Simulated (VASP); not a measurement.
Here is the system:

```xyz
6
Lattice="4.4242 0.0000 0.0000 0.0000 4.4242 0.0000 0.0000 0.0000 2.8873" Properties=species:S:1:pos:R:3 pbc="T T T"
Ge     0.0000     0.0000     0.0000
Ge     2.2121     2.2121     1.4436
O      1.3548     1.3548     0.0000
O      3.5669     0.8573     1.4436
O      0.8573     3.5669     1.4436
O      3.0694     3.0694     0.0000
```

Computed with PBEsol GGA, VASP's PBE PAW potentials (set 64) (plane waves; VASP 6.6.1). Numerical set-up: 520 eV cut-off, 5×5×7 Γ-centred mesh, Gaussian smearing of 0.050 eV, potentials Ge_d O.

Question: Predict the energy per atom (σ→0), band gap (on the k-mesh) with the smallest direct gap where there is one.

Answer: 
- band gap (on the k-mesh) = 1.57 eV
- smallest direct gap (on the k-mesh) = 1.57 eV
- energy per atom (σ→0) = -6.860 eV/atom

Only differences to runs with the same potentials and settings are physical.

The compound is GeO2 in the rutile structure. It was relaxed first. The start is the result of an earlier pass.
